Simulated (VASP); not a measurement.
# SiC, relaxation of the atoms: which settings are enough?

SiC, P1 (no. 1), 8 atoms in the cell. PBE, relaxation of the atoms; PAW potentials Si, C (PBE set). VASP 6.6.1.

Wanted: energy within 1 meV/atom; two shortest distances of each atom within 0.01 Å.

POSCAR:
```
SiC
1.0
    3.0760000000      0.0000000000      0.0000000000
   -1.5380000000      2.6638941400      0.0000000000
    0.0000000000      0.0000000000     10.0960000000
Si C
4 4
Direct
    0.6865960000      0.3441350000      0.2506130000
    0.6505500000      0.3463130000      0.7514090000
    0.3302570000      0.6712140000      0.0008480000
    0.3417890000      0.6568400000      0.5020980000
    0.6494220000      0.3185300000      0.4375370000
    0.6821330000      0.3238000000      0.9388390000
    0.3138390000      0.6494110000      0.1909020000
    0.3454150000      0.6897560000      0.6977540000
```

The series start from Force threshold EDIFFG (eV/Å): -0.02; Electronic threshold EDIFF (eV): 1e-6; Relaxation method: conjugate gradient, POTIM 0.5; Mixing and least electronic steps: default. Each series keeps the choices made before it, and each single choice may use up half of a tolerance.

## Force threshold EDIFFG (eV/Å)

| Force threshold EDIFFG (eV/Å) | Energy less reference (meV/atom) | Two shortest distances of each atom, largest deviation (Å) | Time (s) |
|---|---|---|---|
| -0.1 | 0.4 | 0.003 | 55 |
| -0.05 | 0.0 | 0.002 | 60 |
| -0.03 | 0.0 | 0.000 | 58 |
| -0.02 | 0.0 | 0.000 | 55 |
| -0.01 | 0.0 | 0.000 | 66 |
| -0.005 | 0.0 | 0.000 | 81 |
| -0.002 (reference) | 0.0 | 0.000 | 83 |

Chosen: -0.1, the loosest value from which every tighter one stays within half of the tolerance.

## Electronic threshold EDIFF (eV)

| Electronic threshold EDIFF (eV) | Energy less reference (meV/atom) | Two shortest distances of each atom, largest deviation (Å) | SCF iterations | Time (s) |
|---|---|---|---|---|
| 0.001 | 0.0 | 0.001 | 33 | 29 |
| 0.0001 | 0.0 | 0.000 | 42 | 26 |
| 1e-5 | 0.0 | 0.000 | 53 | 33 |
| 1e-6 | 0.0 | 0.000 | 63 | 55 |
| 1e-7 (reference) | 0.0 | 0.000 | 75 | 48 |

Chosen: 0.001.

## Relaxation method

| Relaxation method | Energy less reference (meV/atom) | Two shortest distances of each atom, largest deviation (Å) | SCF iterations | Time (s) |
|---|---|---|---|---|
| conjugate gradient, POTIM 0.5 | 0.0 | 0.000 | 33 | 29 |
| conjugate gradient, POTIM 0.2 | 0.0 | 0.000 | 31 | 37 |
| conjugate gradient, POTIM 1.0 | 0.0 | 0.001 | 46 | 44 |
| quasi-Newton, POTIM 0.5 | 0.0 | 0.002 | 32 | 28 |
| quasi-Newton, POTIM 0.3, 10 steps kept | -0.1 | 0.001 | 24 | 21 |
| quasi-Newton, POTIM 0.5, at least 5 electronic steps | 0.1 | 0.001 | 36 | 27 |
| damped dynamics, POTIM 0.2, SMASS 0.4 | -0.3 | 0.001 | 58 | 48 |
| damped dynamics, POTIM 0.4, SMASS 0.8 | -0.3 | 0.001 | 55 | 42 |
| velocity quench, POTIM 0.1 | 0.0 | 0.002 | 35 | 36 |

Chosen: quasi-Newton, POTIM 0.3, 10 steps kept; it saves 8.5 s of 29, so conjugate gradient, POTIM 0.5 would do nearly as well.

## Mixing and least electronic steps

| Mixing and least electronic steps | Energy less reference (meV/atom) | Two shortest distances of each atom, largest deviation (Å) | SCF iterations | Time (s) |
|---|---|---|---|---|
| default | 0.0 | 0.000 | 24 | 21 |
| MAXMIX 40 | 0.1 | 0.001 | 24 | 29 |
| NELMIN 4 | 0.0 | 0.001 | 31 | 33 |
| NELMIN 4, MAXMIX 40 | 0.1 | 0.000 | 31 | 34 |
| ALGO Fast | 0.1 | 0.000 | 25 | 28 |

Chosen: default; no other choice that stays within half of the tolerance saves 30 % of the time.

## All choices together

| Input | Energy less reference (meV/atom) | Two shortest distances of each atom, largest deviation (Å) | Time (s) |
|---|---|---|---|
| program defaults (naive) | 0.0 | 0.002 | 49 |
| chosen settings | 0.3 | 0.002 | 21 |
| reference settings throughout | 0.0 | 0.000 | 115 |

The tolerance is met.

## The input

INCAR:
```
PREC = Normal
ENCUT = 500
EDIFF = 0.001
ISMEAR = 0
SIGMA = 0.05
LREAL = False
LASPH = True
NELM = 100
ALGO = Normal
LWAVE = False
LCHARG = False
IBRION = 1
NSW = 150
ISIF = 2
EDIFFG = -0.1
POTIM = 0.3
KPAR = 8
NFREE = 10
```

KPOINTS:
```
k-points
0
Gamma
  6 6 2
```

Commands:
```
cat potpaw_PBE.64/Si/POTCAR potpaw_PBE.64/C/POTCAR > POTCAR
mpirun -np 8 vasp_std > vasp.out
```

The naive input happens to agree within the tolerance here, in 49 s.

Limits: the start was distorted on purpose (atoms moved at random), so the space group given is the start's and not the crystal's.

The chosen input took VASP 6.6.1 21 s on 8 cores (Intel Xeon Platinum 8259CL @ 2.50GHz (Skylake/Cascade Lake)), a shared host.

## An input that fails: ionic step far too long

It stopped.

Changes against the starting input:
```
- NELM = 100
- IBRION = 2
- NSW = 150
- POTIM = 0.5
+ NELM = 60
+ IBRION = 3
+ NSW = 30
+ POTIM = 5.0
+ SMASS = 0.4
```
